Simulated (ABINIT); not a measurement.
# KBr: equation of state with r2SCAN

Crystal: KBr.

```
Br K
1.0
     0.00000    3.30000    3.30000
     3.30000    0.00000    3.30000
     3.30000    3.30000    0.00000
Br K
1 1
Cartesian
  3.3000 3.3000 3.3000
  0.0000 0.0000 0.0000
```

* Program: ABINIT 10.8.3 (patched build)
* Task: equation of state
* Functional: r2SCAN
* Potentials or basis: SG15 NC PBE v1.2
* Cutoff: 599 eV
* k mesh: 4 × 4 × 4
* Occupations: fermi-dirac, width 0.05 eV
* Spin: no spin polarisation

```
Equilibrium volume : 36.15 Å³/atom (rough: see the caveat)
Bulk modulus       : 15.8 GPa (rough)
```

Energy against volume, from the lowest point:
```
volume (Å³/atom)  energy (meV/atom)
          33.781               8.72
          34.500               4.03
          35.218               1.21
          35.937               0.00
          36.656               0.30
          37.374               1.87
          38.093               4.61
```

Run time: 34 s on 4 MPI ranks on Intel(R) Xeon(R) 6975P-C (Granite Rapids) (shared host), peak memory 0.4 GiB a rank.

Caveat: the k mesh is coarse (spacing up to 0.41 Å⁻¹), so the values aren't converged; a meta-GGA on norm-conserving files made for a GGA shifts volumes by about 1 %; pressures at fixed basis lie under the slope of the energies; the potentials were made for another functional, which shifts forces and pressure; the fit is rough or its minimum lies at the end of the range.
